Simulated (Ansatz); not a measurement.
# Si4C5: the cost of one run

Computed with Ansatz 0.2.0 (DFT PBE, scalar-relativistic, plane waves, PAW, unless a step's input says otherwise).

21 further runs of the same task are left out: 21 set aside as unsound or not needed. Runs told in other sessions of the task aren't counted.

## 1. Starting point

It takes space group Cm (No. 8, monoclinic). The conventional cell has a = 5.356 Å, b = 3.092 Å, c = 25.234 Å, α = 90.00°, β = 90.00°, γ = 90.00°. C (site symmetry m) has 3 Si at 1.89 Å in its first shell of neighbours. Si (site symmetry m) has 4 C at 1.89 to 1.91 Å in its first shell of neighbours. Around C (site symmetry m) lie 4 Si at 1.89 to 1.91 Å. Si (site symmetry m) is surrounded by 4 C at 1.89 to 1.94 Å. C (site symmetry m) has 4 Si at 1.88 to 1.94 Å in its first shell of neighbours. Si (site symmetry m) has 4 C at 1.88 to 1.97 Å in its first shell of neighbours. C (site symmetry m) is surrounded by 1 C at 1.74 Å and 4 Si at 1.87 to 1.97 Å. Around Si (site symmetry m) lie 5 C at 1.87 to 1.90 Å. Only part of the 9 independent sites is listed.

Coordinates:

```cif
data_structure
_symmetry_space_group_name_H-M 'Cm'
_symmetry_Int_Tables_number 8
_cell_length_a 5.3555
_cell_length_b 3.0920
_cell_length_c 25.2337
_cell_angle_alpha 90.000
_cell_angle_beta 90.000
_cell_angle_gamma 90.000
_cell_volume 417.85
loop_
_atom_site_label
_atom_site_type_symbol
_atom_site_symmetry_multiplicity
_atom_site_Wyckoff_symbol
_atom_site_fract_x
_atom_site_fract_y
_atom_site_fract_z
_atom_site_occupancy
C1 C 2 a 0.83333 0.50000 0.15852 1
Si1 Si 2 a 0.16667 0.50000 0.18348 1
C2 C 2 a 0.16667 0.50000 0.25905 1
Si2 Si 2 a 0.83333 0.50000 0.28401 1
C3 C 2 a 0.83333 0.50000 0.36079 1
Si3 Si 2 a 0.16667 0.50000 0.38429 1
C4 C 2 a 0.16667 0.50000 0.46236 1
Si4 Si 2 a 0.83333 0.50000 0.48482 1
C5 C 2 a 0.27778 0.50000 0.52722 1
```

This is the geometry at the first point of the grid.

## 3. Setting up the map

Atoms count from 1 in the order of the input.

C is moved along a line over the surface and along the normal, above a rigid substrate.

- position of C9 along the long diagonal of the hexagonal surface cell, from above Si8: 9 values from 0.00 to 4.76 Å, periodic
- height of C9 above the plane of Si8: 8 values from 0.11 to 3.63 Å

Nothing else is relaxed. Points are written as (first, second).

(The set-up runs are not shown.)

## 4. The run at (0.00 Å, 2.93 Å)

Input file input.yaml:

```yaml
crystal:
  lattice:
    - [3.0920147208, 0.0, 0.0]
    - [-1.5460073604, 2.6777632971, 0.0]
    - [0.0, 0.0, 25.2337106667]
  atoms:
    - { symbol: C, position: [0.3333333333, 0.6666666667, 0.1585181051] }
    - { symbol: Si, position: [0.6666666667, 0.3333333333, 0.1834768895] }
    - { symbol: C, position: [0.6666666667, 0.3333333333, 0.2590546646] }
    - { symbol: Si, position: [0.3333333333, 0.6666666667, 0.284013449] }
    - { symbol: C, position: [0.3333333333, 0.6666666667, 0.3607902149] }
    - { symbol: Si, position: [0.6666666667, 0.3333333333, 0.3842867907] }
    - { symbol: C, position: [0.6666666667, 0.3333333333, 0.4623551549] }
    - { symbol: Si, position: [0.3333333333, 0.6666666667, 0.4848161584] }
    - { symbol: C, position: [0.3333333333, 0.6666666667, 0.6009306704], spin: 2.0 }
basis:
  ecutwfc: 420
kpoints:
  mp_grid: { grid: [9, 9, 1] }
hamiltonian:
  xc: pbe
  pseudopotentials: { kind: paw, azcp: { folder: soft_1 } }
scf:
  occupations: { method: gaussian, width: 0.05 }
output:
  forces: true
  eigenvalues: true
  populations: true
magnetization:
  spin_polarized: true
efield:
  axis: 3
  dipole_correction: true
  ramp_width: 0.04
```

The run is started by

```bash
ansatz run input.yaml --threads 1 --pin off --max-ram 3072MiB --backend cpu --events-out ev --progress --plain --runs-dir out
```

Q: Estimate wall time and peak memory on 1 thread of Intel Xeon Platinum 8488C (Sapphire Rapids), shared host.

About 28 s, with a peak of 0.5 GiB.
